**Plane shares of the top valence states of an InSe bilayer**

The table gives the share of the Kohn–Sham states between $-0.75$ and 0 eV on each of the eight atomic planes of a relaxed InSe bilayer, from plane-wave PAW PBE+D3 without spin–orbit coupling. The program compares inversion-related pairs and inner with outer planes, and tests one estimate without adjustable constants, a uniform density cut midway between planes. The inner Se planes exceed the outer ones by 0.0205, about five times the largest pair split of 0.004, while the outer Se planes sit at the even share. The estimate matches the outer Se within 0.002 and misses the inner Se by about $+0.02$ and the inner In by about $-0.01$. A count of mesh points gives 85, equal to the first 11 shells around $\Gamma$, which is consistent with a single band in the window.

Calculated values. Ansatz 0.2.0, scalar-relativistic plane-wave PAW DFT with PBE+D3(BJ), for a relaxed InSe bilayer; cutoff 420 eV, 21 × 21 × 1 k mesh, Gaussian smearing 0.05 eV, no spin polarization. Shares cover states from −0.75 to 0 eV, measured from the Fermi level near mid-gap. Planes run from the bottom up, with heights relative to the top Se atom.

## The fit in Python

```python
# Table: share of the Kohn-Sham states from -0.75 to 0 eV on each atomic plane of an InSe bilayer
# (Ansatz 0.2.0, plane-wave PAW, PBE+D3, no spin-orbit). Tested: inversion pairs, inner against outer
# planes, one parameter-free estimate (uniform density cut midway between planes), k-point counting.
T = {
    'row': [1, 2, 3, 4, 5, 6, 7, 8],
    'plane_share': [0.127, 0.117, 0.11, 0.145, 0.149, 0.11, 0.117, 0.126],
    'plane_formula': ['Se', 'In', 'In', 'Se', 'Se', 'In', 'In', 'Se'],
    'plane_height': [-13.739, -12.454, -9.659, -8.379, -5.36, -4.079, -1.285, 0.0],  # angstrom
}
import numpy as np
from collections import Counter
s = np.array(T['plane_share'], float)
z = np.array(T['plane_height'], float)
el = T['plane_formula']
# typed from the caption and further outputs of the same run
a, nk, top, gap, wlow = 4.05, 21, -0.505, 1.004562, -0.75
states, levels, states_c, levels_c = 0.385488, 11, 0.031746, 2
d = np.diff(z)
half = d[3] / 2
w = np.concatenate(([half], d / 2)) + np.concatenate((d / 2, [half]))
m = w / w.sum()
print("rounding: 0.0005 per share, 0.001 per difference; sum of shares %.3f" % s.sum())
print("estimate: uniform density, cuts midway, outer tail = half gap = %.3f A" % half)
print("row  el  share  minus 1/8  slice(A)  estimate  share-estimate")
for i in range(8):
    print("%d   %s  %.3f  %+.3f     %.3f     %.3f     %+.3f" % (i + 1, el[i], s[i], s[i] - 0.125, w[i], m[i], s[i] - m[i]))
worst = np.argsort(-abs(s - m))[:4] + 1
print("largest misses of the estimate, rows:", *worst)
names = ["outer Se", "outer In", "inner In", "inner Se"]
p = (s[:4] + s[::-1][:4]) / 2
pm = (m[:4] + m[::-1][:4]) / 2
sp = s[::-1][:4] - s[:4]
for i in range(4):
    print("%s rows %d/%d: mean %.4f, upper-lower %+.3f, mean-estimate %+.4f" % (names[i], i + 1, 8 - i, p[i], sp[i], p[i] - pm[i]))
sc = abs(sp).max()
dSe, dIn = p[3] - p[0], p[2] - p[1]
print("largest pair split %.3f (%.1f %% of the pair mean)" % (sc, 100 * sc / p[3]))
print("inner-outer Se %+.4f (%+.0f %%), %.1f x largest split" % (dSe, 100 * dSe / p[0], dSe / sc))
print("  lower layer %+.3f, upper layer %+.3f" % (s[3] - s[0], s[4] - s[7]))
print("inner-outer In %+.4f (%+.0f %%), %.2f x largest split" % (dIn, 100 * dIn / p[1], abs(dIn) / sc))
print("inner four planes %.3f, outer four %.3f; outer Se together %.3f" % (2 * (p[2] + p[3]), 2 * (p[0] + p[1]), 2 * p[0]))
print("all Se %.3f, all In %.3f; layers %.3f and %.3f" % (2 * (p[0] + p[3]), 2 * (p[1] + p[2]), s[:4].sum(), s[4:].sum()))
print("inner Se excess over outer Se: %.4f states per cell per plane" % (dSe * states))
print("plane spacings (A):", " ".join("%.3f" % x for x in d))
lat = a / np.sqrt(3)
bo, bi = np.hypot(lat, (d[0] + d[6]) / 2), np.hypot(lat, (d[2] + d[4]) / 2)
print("In-Se bond outer %.3f A, inner %.3f A, difference %.3f A" % (bo, bi, bo - bi))
print("In-In %.3f and %.3f A; Se-Se across the gap %.3f A" % (d[1], d[5], np.hypot(lat, d[3])))
print("gap %.3f eV; valence band inside the window %.3f eV; empty if gap > %.2f eV" % (gap, top - wlow, -2 * wlow))
c = Counter(i * i + i * j + j * j for i in range(-8, 9) for j in range(-8, 9))
q = sorted(c)[:levels]
cum = np.cumsum([c[x] for x in q])
npts, nc = states * nk**2 / 2, states_c * nk**2 / 2
print("window: %.2f of %d k points (2 electrons each), %.1f %% of one band" % (npts, nk**2, 100 * npts / nk**2))
print("points in the first 1..11 shells round Gamma:", *cum)
two = max(cum[k - 1] + cum[levels - k - 1] for k in range(1, levels))
print("two nested discs with 11 levels hold at most %d points" % two)
b = 4 * np.pi / (np.sqrt(3) * a)
r = b / nk * np.sqrt(q[-1])
print("disc radius %.3f 1/A = %.0f %% of Gamma-M (%.3f 1/A)" % (r, 200 * r / b, b / 2))
print("empty window 0 to 0.75 eV: %.2f points; first 2 shells hold %d" % (nc, cum[levels_c - 1]))
assert dSe > 3 * sc and min(s[3], s[4]) > max(s[0], s[7])
assert abs(p[0] - 0.125) < sc
assert s[2] < s[1] and s[5] < s[6]
assert abs(npts - cum[-1]) < 0.05 and abs(nc - cum[levels_c - 1]) < 0.05
```

Output:

```
rounding: 0.0005 per share, 0.001 per difference; sum of shares 1.001
estimate: uniform density, cuts midway, outer tail = half gap = 1.509 A
row  el  share  minus 1/8  slice(A)  estimate  share-estimate
1   Se  0.127  +0.002     2.152     0.128     -0.001
2   In  0.117  -0.008     2.040     0.122     -0.005
3   In  0.110  -0.015     2.038     0.122     -0.012
4   Se  0.145  +0.020     2.150     0.128     +0.017
5   Se  0.149  +0.024     2.150     0.128     +0.021
6   In  0.110  -0.015     2.038     0.122     -0.012
7   In  0.117  -0.008     2.039     0.122     -0.005
8   Se  0.126  +0.001     2.152     0.128     -0.002
largest misses of the estimate, rows: 5 4 3 6
outer Se rows 1/8: mean 0.1265, upper-lower -0.001, mean-estimate -0.0019
outer In rows 2/7: mean 0.1170, upper-lower +0.000, mean-estimate -0.0047
inner In rows 3/6: mean 0.1100, upper-lower +0.000, mean-estimate -0.0116
inner Se rows 4/5: mean 0.1470, upper-lower +0.004, mean-estimate +0.0187
largest pair split 0.004 (2.7 % of the pair mean)
inner-outer Se +0.0205 (+16 %), 5.1 x largest split
  lower layer +0.018, upper layer +0.023
inner-outer In -0.0070 (-6 %), 1.75 x largest split
inner four planes 0.514, outer four 0.487; outer Se together 0.253
all Se 0.547, all In 0.454; layers 0.499 and 0.502
inner Se excess over outer Se: 0.0079 states per cell per plane
plane spacings (A): 1.285 2.795 1.280 3.019 1.281 2.794 1.285
In-Se bond outer 2.668 A, inner 2.666 A, difference 0.002 A
In-In 2.795 and 2.794 A; Se-Se across the gap 3.819 A
gap 1.005 eV; valence band inside the window 0.245 eV; empty if gap > 1.50 eV
window: 85.00 of 441 k points (2 electrons each), 19.3 % of one band
points in the first 1..11 shells round Gamma: 1 7 13 19 31 37 43 55 61 73 85
two nested discs with 11 levels hold at most 74 points
disc radius 0.391 1/A = 44 % of Gamma-M (0.896 1/A)
empty window 0 to 0.75 eV: 7.00 points; first 2 shells hold 7
```
